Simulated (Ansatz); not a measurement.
P:

```
P
1.0
     1.64774   -5.46504    0.00000
     1.64774    5.46504    0.00000
     0.00000    0.00000    4.54364
P
4
Direct
  0.90414 0.09586 0.58882
  0.09586 0.90414 0.41118
  0.59586 0.40414 0.08882
  0.40414 0.59586 0.91118
```

Base run:

```yaml
Program: Ansatz 0.2.0
Functional: BLYP
Potentials_or_basis: Ansatz PAW
Cutoff: "420 eV (not typed: the program's choice for these potentials)"
k_mesh: 8 × 8 × 6
Occupations: fermi-dirac, width 0.05 eV
Spin: no spin polarisation
```

Its results: band gap on the k mesh 0.19 eV, direct; pressure 6.4 GPa; largest force 0.466 eV/Å.

Question: The run is repeated on the same cell with these changes: functional from BLYP to PBE; k mesh from 8 × 8 × 6 to 15 × 15 × 10. What comes out?

Answer: Band gap on the k mesh 0.14 eV, direct; pressure 2.0 GPa; largest force 0.339 eV/Å.

Several settings changed at once, so the effect can't be laid on one alone.

Caveats: the PAW data sets come from PBE, with cores solved anew for the run's functional, which leaves a small shift of forces and pressure (some runs); odd divisions of the mesh miss points on the zone boundary, where band edges often lie, so the gap on the mesh can be too wide (some runs).
